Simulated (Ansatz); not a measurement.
The system is Eu.

```xyz
1
Lattice="0.0000 2.7893 2.7893 2.7893 0.0000 2.7893 2.7893 2.7893 0.0000" Properties=species:S:1:pos:R:3 pbc="T T T"
Eu    0.0000    0.0000    0.0000
```

This isn't the form of Eu at room conditions, which is bcc.

```yaml
Program: Ansatz 0.2.0
Task: single point
Functional: PBE
Potentials_or_basis: Ansatz PAW
Cutoff: "420 eV (not typed: the program's choice for these potentials)"
k_mesh: 8 × 8 × 8
Occupations: fermi-dirac, width 0.05 eV
Spin: collinear spin, ferromagnetic start
Starting_moments: "[7.0] μB"
```

On this cell: pressure -0.6 GPa; net moment 7.53 μB per cell; site moments Eu +7.20 μB; band gap on the k mesh none (metal or under the smearing width).

The same run follows on a disturbed copy (cell strained at random at fixed volume):

```
CELL_PARAMETERS angstrom
-0.04759 2.81642 2.77866
2.78824 -0.04367 2.77474
2.73629 2.76055 0.00828
ATOMIC_POSITIONS crystal
Eu 0.00879 0.00192 0.98759
```

Task: What changes?

Result: The energy (extrapolated to zero smearing) moves by +2.8 meV/atom; pressure -0.6 GPa; net moment 7.53 μB per cell; site moments Eu +7.18 μB; band gap on the k mesh none (metal or under the smearing width).

Stress tensor (GPa, compression positive):
```
-0.56  0.56 -0.02
 0.56 -0.65 -0.07
-0.02 -0.07 -0.52
```

Caveats: spin-orbit coupling is left out, which moves the levels of the heavy elements.
